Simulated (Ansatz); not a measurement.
Run on fcc Bi (110), 4 layers: DFT, PBE, PAW with Ansatz's default frozen-core files, scalar-relativistic (Ansatz 0.2.0). This run: core holes in 4f of Bi.

The slab is cut from a bulk crystal relaxed on PAW files (its atoms may have been relaxed since), whose type needn't be the stable one.

Command: `ansatz run input.yaml --threads 2 --pin off --max-ram 4096MiB --backend cpu --events-out ev --progress --plain --runs-dir out` It took 73 s on 2 threads of Arm Neoverse V1 (shared host), peak memory 0.74 GiB.

```yaml
crystal:
  lattice:
    - [3.5538908624, 0.0, 0.0]
    - [0.0, 5.0259606567, 0.0]
    - [0.0, 0.0, 21.3308]
  atoms:
    - { symbol: Bi, position: [0.25, 0.25, 0.4007500368] }
    - { symbol: Bi, position: [0.75, 0.75, 0.448743212] }
    - { symbol: Bi, position: [0.25, 0.25, 0.5512567878] }
    - { symbol: Bi, position: [0.75, 0.75, 0.5992499629] }
kpoints:
  mp_grid: { grid: [12, 8, 1] }
scf:
  occupations: { method: fermi_dirac, width: 0.1 }
hamiltonian:
  xc: pbe
  pseudopotentials: { kind: paw }
output:
  forces: true
  stress: true
  eigenvalues: true
  core_levels:
    shells: { Bi: ["4f"] }
    counted_from: fermi_level
    add_spin: false
```

Output:

```
Engine: ansatz 0.2.0
Pseudopotentials: kind: paw
Pseudopotential: Bi, paw, valence charge 15, recommended cutoff 420 eV (normal), Bi.paw.azcp
Functional definition: PBE
  parameter kappa = 0.804
  parameter beta = 0.06672455060314922
  exchange = pbe_x(kappa = kappa, mu = beta*pi^2/3)
  correlation = pbe_c(beta = beta)
Crystal: 4 atoms, lattice volume = 381.005 Å³
Basis set: ecut = 420 eV, 7453 PW (Γ), exchange–correlation on 48×72×288 points (8 copies of the dense FFT grid, shifted against one another)
Bands: 36, of which v1, the nominal top of the filled ones, is band 30 counted from 1 (29 counted from 0)
Symmetry: 8 space group operations
Space group: Pmmn (ITA 59), of the structure as read, at distance tolerance 7.2e-5 Å
k-points: 35 of 96
Non-local potential: Bi, projectors of the file, l = 0: 2, l = 1: 2, l = 2: 2, l = 3: 2
PAW form: soft (Blöchl's): semilocal exchange-correlation on the pseudo side does not see the compensation charge
PAW one-centre angular grid: Bi, 590 points (default); XC on 64 Gauss nodes
Initial density: superposition of atomic densities (neutral atoms: chi_scale 0, normalization atom), corrected by the library's trained network
Initial wavefunctions: pseudopotential atomic-orbital guess
Functional: x = pbe(κ = 0.804, μ = 0.2195149727645171), c = pbe(β = 0.06672455060314922)
SCF iter   1: F=—  HF=-49585.019525 eV  |F-HF|=—  |Δ(HF+E_count)|=         —  Δρ=1.10e-3  dr2=9.26e-3  ethr=1.77e-3  ⟨swp⟩=8.4  Hψ=5785  notcnv=0
preconditioner: auto → LDOS  [metal: Δε(μ)=0.011 eV  Ē_g=19.249 eV  σ=0.100 eV  W_gap=0.03  n_scr=48 (ndim 8)  ℏωp=14.7 eV  f_vac=0.624  D(μ)=2.96/eV (n_scr^D=8)  β→1.0]
SCF iter   2: F=—  HF=-49585.020970 eV  |F-HF|=—  |Δ(HF+E_count)|=   1.45e-3  Δρ=5.54e-4  dr2=1.83e-3  ethr=1.54e-5  ⟨swp⟩=2.5  Hψ=2707  notcnv=0
SCF iter   3: F=—  HF=-49585.020940 eV  |F-HF|=—  |Δ(HF+E_count)|=   2.99e-5  Δρ=3.32e-4  dr2=1.07e-3  ethr=3.04e-6  ⟨swp⟩=2.0  Hψ=2358  notcnv=0
SCF iter   4: F=—  HF=-49585.020726 eV  |F-HF|=—  |Δ(HF+E_count)|=   2.14e-4  Δρ=5.78e-5  dr2=2.72e-5  ethr=1.79e-6  ⟨swp⟩=2.0  Hψ=1947  notcnv=0
SCF iter   5: F=—  HF=-49585.020839 eV  |F-HF|=—  |Δ(HF+E_count)|=   1.12e-4  Δρ=1.90e-5  dr2=2.42e-6  ethr=4.53e-8  ⟨swp⟩=2.1  Hψ=2353  notcnv=0
SCF iter   6: F=-49585.020839 eV  HF=-49585.020839 eV  |F-HF|=1.16e-7  |Δ(HF+E_count)|=   9.69e-8  Δρ=2.92e-6  dr2=8.13e-8  ethr=1.67e-10  ⟨swp⟩=8.1  Hψ=7303  notcnv=0
SCF 1 converged in 6 iterations: F = -49585.020839 eV  dr2 = 8.13e-8
  greatest PAW one-centre occupation: 0.988 electrons in one spin orbital (limit 2), on the Bi atom at site 2 (counted from 0), in its partial waves of l = 2
── core hole 1/2: 4f of Bi 0 ──
── 4f of Bi 0: 157.581 eV over the cell without the hole, in 8 iterations ──
── core hole 2/2: 4f of Bi 1 ──
── 4f of Bi 1: 157.597 eV over the cell without the hole, in 8 iterations ──
SCF converged after 6 iterations
Free energy (F): -49585.020839 eV
Harris-Foulkes:  -49585.020839 eV  (|F-HF|=1.16e-7)
Internal energy: -49584.923203 eV  (E = F + TS)
E sigma→0 (E₀):  -49584.972021 eV
Entropy (-TS):   -0.097636 eV (-24.409 meV/atom)
Fermi energy:    1.478569 eV
--- Per-component energies (eV) ---
  E_band       = -954.800047
  E_kinetic    = 1211.663040
  E_local      = -38860.872844  (includes V_loc(G=0)·N_el)
  E_nonlocal   = 2238.841425
  E_hartree    = 18088.438061
  E_xc         = -606.276093
  E_vxc        = -578.326419  (∫ρ·V_xc dr)
  E_paw        = -42651.741165  (= ΣΔE_a)
  E_vpaw       = -1142.932820  (= ΣTr[D̂ρ^β])
  E_aug_tail   = -0.001723  (compensation charges beyond the density's cutoff)
  E_ewald      = 10995.026096
  E_smearing   = -0.097636  (= −TS)
  E_closure    = 0.000000  (closes the sum)
  Σ components = -49585.020839   (vs F -49585.020839, Δ=0.00e0)
--- Forces (eV/Å), atoms counted from 1 ---
  atom   1  Bi     0.00000000     0.00000000    -0.00074065
  atom   2  Bi     0.00000000     0.00000000     0.00233519
  atom   3  Bi     0.00000000     0.00000000    -0.00233519
  atom   4  Bi     0.00000000     0.00000000     0.00074065
  max |Σ_I F_I| component: 4.34e-19 eV/Å
--- Stress (GPa, compression-positive) ---
        2.012017       0.000000       0.000000
        0.000000       2.305337       0.000000
        0.000000       0.000000      -0.000901
  P = ⅓ Tr σ = 1.4388 GPa (14.388 kbar)
--- Band table (eV; the first three rows and the last of 35) ---
  k-point 0: bands = ["-21.7974", "-21.7930", "-21.7695", "-21.7671", "-21.7502", "-21.7380", "-21.7267", "-21.6873", "-21.6750", "-21.6592", "-21.6064", "-21.6010", "-21.5849", "-21.5771", "-21.5680", "-21.5496", "-21.5429", "-21.5296", "-21.4712", "-21.4658", "-12.2991", "-10.9883", "-8.1705", "-7.8583", "-3.2013", "-2.0466", "-1.8065", "-0.5683", "1.5741", "1.9296", "2.3354", "2.8849", "3.5438", "4.7744", "4.8385", "5.6524"]
  k-point 1: bands = ["-21.7946", "-21.7848", "-21.7693", "-21.7650", "-21.7510", "-21.7419", "-21.7312", "-21.6950", "-21.6696", "-21.6641", "-21.6106", "-21.6046", "-21.5830", "-21.5643", "-21.5642", "-21.5521", "-21.5416", "-21.5239", "-21.4761", "-21.4716", "-12.2066", "-10.9026", "-8.5074", "-8.0205", "-2.7835", "-2.7384", "-0.7031", "-0.6407", "1.5123", "1.6887", "2.2711", "2.9864", "4.2369", "4.5571", "4.9286", "5.3172"]
  k-point 2: bands = ["-21.7893", "-21.7740", "-21.7617", "-21.7577", "-21.7470", "-21.7467", "-21.7404", "-21.7129", "-21.6775", "-21.6595", "-21.6206", "-21.6144", "-21.5722", "-21.5570", "-21.5566", "-21.5415", "-21.5373", "-21.5128", "-21.4903", "-21.4862", "-11.9307", "-10.6487", "-9.2588", "-8.4652", "-3.0552", "-1.9005", "-0.9489", "0.7581", "1.3573", "1.9901", "2.0279", "3.2850", "4.0956", "5.0985", "5.1782", "5.2014"]
  k-point 34: bands = ["-21.7913", "-21.7913", "-21.7618", "-21.7618", "-21.7233", "-21.7233", "-21.6883", "-21.6883", "-21.6667", "-21.6667", "-21.5861", "-21.5861", "-21.5703", "-21.5703", "-21.5436", "-21.5436", "-21.5048", "-21.5048", "-21.4927", "-21.4927", "-9.4146", "-9.4146", "-8.3437", "-8.3437", "-3.9238", "-3.9238", "-2.5809", "-2.5809", "-0.4130", "-0.4130", "2.5702", "2.5702", "3.1791", "3.1791", "4.4468", "4.4468"]
--- Core levels from the Fermi level (as output.core_levels.counted_from types it; a hole's nearest image at 3.6 Å) ---
  the holes have no spin, as output.core_levels.add_spin types it
  atom         alike  shell      binding/eV   shift/eV difference/eV images/eV   SCF
  Bi 0             2     4f         157.581     +0.000       157.581         –     8
  Bi 1             2     4f         157.597     +0.017       157.597         –     8
  the dataset of Bi with a 4f hole: scattering error 0.004 eV; free atom: scalar-relativistic, large and small components
  the two lines of Bi's 4f: 4f5/2 +3.001 eV and 4f7/2 -2.251 eV off its levels, 3 : 4 in strength
```

Spin–orbit coupling is left out, which matters for the heavy atoms.
